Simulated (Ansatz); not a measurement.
# TiNi (P4/mmm) in Ansatz: further runs

Runs on TiNi. Level: PBEsol. Tasks: relaxation of cell and atoms.

All numbers are computed with Ansatz 0.2.0; they aren't measurements. Logs are shortened: lines on timing, memory, paths and dates and some standing lists are left out, and cuts for length are marked.

## 1. The structure

Symmetry: P4/mmm, No. 123, tetragonal system. Conventional cell: a = 2.736 Å, b = 2.736 Å, c = 3.581 Å, α = 90.00°, β = 90.00°, γ = 90.00°. Ni (site symmetry 4/mmm) is surrounded by 8 Ti at 2.64 Å and 4 Ni at 2.74 Å. Around Ti (site symmetry 4/mmm) lie 8 Ni at 2.64 Å and 4 Ti at 2.74 Å.

The cell comes from a database or a generator and needn't be the stable form of this composition.

## 2. Relaxation of cell and atoms, PBEsol, collinear spin, ferromagnetic start

File input.yaml:

```yaml
crystal:
  lattice:
    - [2.735803, 0.0, 0.0]
    - [0.0, 2.735803, 0.0]
    - [0.0, 0.0, 3.58141]
  atoms:
    - { symbol: Ni, position: [0.0, 0.0, 0.0], spin: 1.0 }
    - { symbol: Ti, position: [0.5, 0.5, 0.5], spin: 1.0 }
kpoints:
  mp_grid: { grid: [10, 10, 8] }
scf:
  occupations: { method: fermi_dirac, width: 0.05 }
hamiltonian:
  xc: pbesol
  pseudopotentials: { kind: all_electron, lapw: { basis_error: 0.001 } }
magnetization:
  spin_polarized: true
output:
  forces: true
  stress: true
relax:
  f_tol: 0.005
  max_steps: 60
  cell: {}
```

Potentials or basis: all-electron LAPW, scalar-relativistic.

Launch:

```
ansatz run input.yaml --threads 2 --pin off --max-ram 6144MiB --backend cpu --events-out ev --progress --plain --runs-dir out
```

Standard output:

```text
Warning: RAYON_NUM_THREADS=2 ignored (pool sized by the plan → 2); use --threads N
The last accepted step is kept in <dir> (removed where the run ends without a failure and the disk answers)
LAPW: plane waves up to 8.666 Å⁻¹, error target 1.0e-3 eV per atom; small_component_spin mean_spin; Ti in spheres of 1.269 Å, 12 of its electrons in bands, Dirac shells []; Ni in spheres of 1.288 Å, 18 of its electrons in bands, Dirac shells [] (how accurate: hamiltonian.pseudopotentials.lapw.basis_error, Limitations)
Engine: ansatz 0.2.0, x86_64-unknown-linux-gnu
Pseudopotentials: kind: all_electron
Pseudopotential: Ni, LAPW, valence charge 18, lapw/all_electron/scalar/gaussian/Ni, Koelling and Harmon's equation, gaussian nucleus
Pseudopotential: Ti, LAPW, valence charge 12, lapw/all_electron/scalar/gaussian/Ti, Koelling and Harmon's equation, gaussian nucleus
Functional definition: PBEsol
  exchange = pbesol_x
  correlation = pbesol_c
Crystal: 2 atoms, lattice volume = 26.805 Å³
Basis set: ecut = 286.1430629716625 eV, 285 PW (Γ), exchange–correlation at level 2
Bands: 20, of which v1, the nominal top of the filled ones, is band 15 counted from 1 (14 counted from 0)
Symmetry: 16 space group operations
Space group: P4/mmm (ITA 123), of the structure as read, at distance tolerance 3.0e-5 Å
Magnetic group: BNS 123.339 (UNI 999), of the structure as read, at distance tolerance 3.0e-5 Å
k-points: 105 of 800
Non-local potential: Ni, projectors of the file, none
Non-local potential: Ti, projectors of the file, none
Initial density: superposition of atomic densities (chi_scale 0.1, normalization cell)
Starting moments: Σ|m| = 2 μB on 2 of 2 sites
Initial wavefunctions: plane waves of lowest kinetic energy (no species holds an atomic orbital)
Functional: x = pbesol(κ = 0.804, μ = 0.12345679012345678), c = pbesol(β = 0.046)
iter 1 solved again at ethr=1.59e-3 eV; its pass at ethr=1.00e-1 eV (dr2=4.77e-1 eV) is discarded
SCF iter   1: F=—  HF=-64556.034660 eV  |F-HF|=—  |Δ(HF+E_count)|=         —  Δρ=2.44e-2 (↑2.44e-2 ↓2.43e-2)  dr2=4.77e-1  dr2_m=7.65e-2  M=1.230 μB ∫|m|=1.240 μB  β_m=0.30  ethr=1.59e-3  ⟨swp⟩=2.1  Hψ=28602  notcnv=0
Mixer restart at iter 1: flushing history
preconditioner: auto → none  [metal: Δε(μ)=0.015 eV  Ē_g=5.225 eV  σ=0.050 eV  W_gap=0.08  n_scr=6 (ndim 8)  ℏωp=26.8 eV  f_vac=0.000  D(μ)=2.48/eV (n_scr^D=28)  sad-step TF]
SCF iter   2: F=—  HF=-64556.112621 eV  |F-HF|=—  |Δ(HF+E_count)|=   7.80e-2  Δρ=1.66e-2 (↑1.66e-2 ↓1.64e-2)  dr2=1.27e-1  dr2_m=4.65e-2  M=1.167 μB ∫|m|=1.180 μB  β_m=0.51  ethr=1.59e-3  ⟨swp⟩=2.1  Hψ=13032  notcnv=0
SCF iter   3: F=—  HF=-64556.463091 eV  |F-HF|=—  |Δ(HF+E_count)|=         —  Δρ=2.40e-2 (↑2.18e-2 ↓2.40e-2)  dr2=2.89e-1  dr2_m=9.71e-2  M=0.384 μB ∫|m|=0.411 μB  β_m=0.51  ethr=4.25e-4  ⟨swp⟩=2.2  Hψ=13070  notcnv=0
Mixer restart at iter 3: flushing history
SCF iter   4: F=—  HF=-64556.510269 eV  |F-HF|=—  |Δ(HF+E_count)|=   4.72e-2  Δρ=2.08e-2 (↑2.08e-2 ↓1.82e-2)  dr2=5.61e-1  dr2_m=2.74e-2  M=0.339 μB ∫|m|=0.365 μB  β_m=0.45  ethr=4.25e-4  ⟨swp⟩=3.0  Hψ=15040  notcnv=0
[... 99 lines left out ...]
SCF iter   2: F=—  HF=-64556.413518 eV  |F-HF|=—  |Δ(HF+E_count)|=   4.14e-9  Δρ=2.49e-6 (↑2.49e-6 ↓2.49e-6)  dr2=3.20e-10  dr2_m=2.93e-17  M=-0.000 μB ∫|m|=0.000 μB  β_m=0.63  ethr=8.63e-12  ⟨swp⟩=2.0  Hψ=12088  notcnv=0
SCF iter   3: F=-64556.413518 eV  HF=-64556.413518 eV  |F-HF|=7.49e-9  |Δ(HF+E_count)|=   4.69e-9  Δρ=9.66e-7 (↑9.66e-7 ↓9.66e-7)  dr2=1.70e-9  dr2_m=6.04e-18  M=-0.000 μB ∫|m|=0.000 μB  ethr=1.13e-12 (applied; sched 1.07e-12)  ⟨swp⟩=2.1  Hψ=12109  notcnv=0
the starting moments were not kept: the SCF closed with an absolute magnetisation of 4.9e-8 μB, where they sum to 2 μB in size (2 sites). That is at most 0.1 of that sum. Measured as dr2_m measures the in/out step, that magnetisation stands 4.1e-16 eV from none, at or under the dr2_threshold of 1.0e-7 eV: it is no larger than a step whose dr2_m would equal this threshold.
SCF 7 converged in 3 iterations: F = -64556.413518 eV  dr2 = 1.70e-9
relax step   7: F+E_penalty+E_count = -64556.41351820 eV  Δ(F+E_penalty+E_count) = -1.961e-5 eV  max|allowed force component| = 8.875e-31 eV/Å  Δτ_max = 0.0000 Å  P = +0.003 GPa  Ω = 25.921 Å³  stress off target by 1.36e-2 GPa  SCF on the basis re-selected at this cell (its energy is not comparable with the rows above)  (3 SCF iters)
basis re-selected at this cell: Δ(F+E_penalty+E_count) = -1.961e-5 eV, ΔP = -0.000 GPa vs the last step (what re-selecting the basis moved, after the strain that the cell walked since its last selection, with what the two solves' SCF thresholds leave and, on support functions, any second-order correction that the steps lacked; it is no measure of the basis error at this ecutwfc). This SCF's stress stands 1.36e-2 GPa from its target on what of the cell is left free (relax.cell.stress_tol is 5.00e-2 GPa) and its largest allowed force component is 8.87e-31 eV/Å (relax.f_tol is 5.00e-3 eV/Å): within both
SCF converged after 3 iterations
Magnetization: -0.0000 μB (15.0000 up, 15.0000 down)
Absolute magnetization: 0.0000 μB (∫|ρ↑−ρ↓|)
Spin contamination: 0.0000 ħ² per cell (⟨S²⟩ above its minimum at these occupations)
Per-site moments (μB) at R_I (Å): [(-8.212907687266124e-9, 1.2734624407709798), (-3.474658250013363e-8, 1.2550857245298757)]
Free energy (F): -64556.413518 eV
Harris-Foulkes:  -64556.413518 eV  (|F-HF|=7.49e-9)
Internal energy: -64556.391717 eV  (E = F + TS)
E sigma→0 (E₀):  -64556.402618 eV
Entropy (-TS):   -0.021801 eV (-10.901 meV/atom)
Fermi energy:    17.076459 eV
--- Per-component energies (eV) ---
  E_band       = -421.683436
  E_kinetic    = 65434.968759
  E_xc         = -2817.660772
  E_electrostatic = -127173.699704  (all electrons and nuclei)
  E_smearing   = -0.021801  (= −TS)
  E_closure    = 0.000000  (closes the sum)
  E_atoms      = -64540.700442  (free atoms, spherical and without spin; not in F)
  Σ components = -64556.413518   (vs F -64556.413518, Δ=0.00e0)
  Basis errors (estimates in eV, not in F): energy 2.1e-4 per atom: plane waves 1.8e-4 (9.4e-5 summed), levels above the bands 4.1e-27, relativity 7.4e-9, radial functions 2.9e-5, core shells 1.5e-6; eigenvalues (radial functions only) 1.0e-6; not estimated: angular momenta, meshes, grids; target (lapw.basis_error) 1.0e-3; muffin-tin radii Ti 1.255 Å, Ni 1.273 Å
--- Forces (eV/Å), atoms counted from 1 ---
  atom   1  Ni    -0.00000000     0.00000000     0.00000000
  atom   2  Ti     0.00000000     0.00000000     0.00000000
  max |Σ_I F_I| component: 1.38e-30 eV/Å
--- Stress (GPa, compression-positive) ---
        0.011008       0.000000       0.000000
        0.000000       0.011008       0.000000
        0.000000       0.000000      -0.013639
  P = ⅓ Tr σ = 0.0028 GPa (0.028 kbar)
--- Relaxed structure (6 steps of the walk, 6 accepted, 1 SCFs on fresh bases) ---
  F+E_penalty+E_count = -64556.41351820 eV   max|allowed force component| = 8.875e-31 eV/Å   (the final SCF, on the basis selected at the relaxed cell)
  cell:  # Å, volume = 25.9206 Å³
    - [2.7589481248252743, 2.2447135608567746e-33, -7.812483226481846e-34]
    - [1.848587638352638e-33, 2.7589481248252743, 2.5968254919715628e-33]
    - [-9.218916836882203e-34, 3.399476053356866e-33, 3.4053197557548707]
  atoms:
    - { symbol: Ni, position: [1.9879831415531474e-33, -3.9787505491493285e-36, 1.3128844235340686e-37] }
    - { symbol: Ti, position: [0.49999999999999994, 0.49999999999999994, 0.49999999999999994] }
```

It took 1.8 min on 2 threads of AMD EPYC 7R43 (Zen 3), shared host; peak memory 0.66 GiB.

What came out:

| Quantity | Value |
| --- | --- |
| Free energy | -64556.4135 eV |
| Relaxed volume | 12.96 Å³/atom |
| Relaxed cell | a = 2.759 Å, b = 2.759 Å, c = 3.405 Å, α = 90.00°, β = 90.00°, γ = 90.00° |
| Space group after relaxing (to 0.05 Å) | P4/mmm (No. 123) |
| Energy gained by relaxing | 12.7 meV/atom |
| Ionic steps | 7 |
| Pressure after relaxing | 0.0 GPa |
| Net moment | 0.00 μB per cell |
| Absolute moment | 0.00 μB per cell |

Step by step:
```tsv
step	energy change (eV)	largest force (eV/Å)	volume (Å³)
1	0.0000	0.0000	26.81
2	-0.0228	0.0000	25.82
3	-0.0235	0.0000	25.79
4	-0.0251	0.0000	25.84
5	-0.0253	0.0000	25.90
6	-0.0253	0.0000	25.92
7	-0.0254	0.0000	25.92
```

Final structure:
```yaml
crystal:
  lattice:
    - [2.75895, 0.00000, 0.00000]
    - [0.00000, 2.75895, 0.00000]
    - [0.00000, 0.00000, 3.40532]
  atoms:
    - { symbol: Ni, position: [0.00000, 0.00000, 0.00000] }
    - { symbol: Ti, position: [0.50000, 0.50000, 0.50000] }
```

Caveat: the starting moments weren't kept.

## 3. Relaxation of cell and atoms, PBEsol, collinear spin, ferromagnetic start, target pressure 5 GPa, at which the enthalpy is minimised

input.yaml: that of step 2 with these lines changed.

```diff
@@ -23,2 +23,2 @@
   max_steps: 60
-  cell: {}
+  cell: { p_target: 5 }
```

Potentials or basis: all-electron LAPW, scalar-relativistic.

Launch:

```
ansatz run input.yaml --threads 2 --pin off --max-ram 6144MiB --backend cpu --events-out ev --progress --plain --runs-dir out
```

It took 93 s on 2 threads of AMD EPYC 7R43 (Zen 3), shared host; peak memory 0.67 GiB.

The run converged. Its results:

* Free energy: -64556.4015 eV
* Relaxed volume: 12.57 Å³/atom
* Relaxed cell: a = 2.699 Å, b = 2.699 Å, c = 3.452 Å, α = 90.00°, β = 90.00°, γ = 90.00°
* Space group after relaxing (to 0.05 Å): P4/mmm (No. 123)
* Energy change on relaxing (the enthalpy is what falls): -6.6 meV/atom
* Ionic steps: 6
* Pressure after relaxing: 5.0 GPa
* Net moment: 0.00 μB per cell
* Absolute moment: 0.00 μB per cell

Step by step:
| step | energy change (eV) | largest force (eV/Å) | volume (Å³) |
| --- | --- | --- | --- |
| 1 | 0.0000 | 0.0000 | 26.81 |
| 2 | -0.0099 | 0.0000 | 25.04 |
| 3 | -0.0122 | 0.0000 | 25.11 |
| 4 | -0.0130 | 0.0000 | 25.14 |
| 5 | -0.0133 | 0.0000 | 25.14 |
| 6 | -0.0133 | 0.0000 | 25.14 |

Final structure:
```yaml
crystal:
  lattice:
    - [2.69850, 0.00000, 0.00000]
    - [0.00000, 2.69850, 0.00000]
    - [0.00000, 0.00000, 3.45245]
  atoms:
    - { symbol: Ni, position: [0.00000, 0.00000, 0.00000] }
    - { symbol: Ti, position: [0.50000, 0.50000, 0.50000] }
```

Caveat: the starting moments weren't kept.
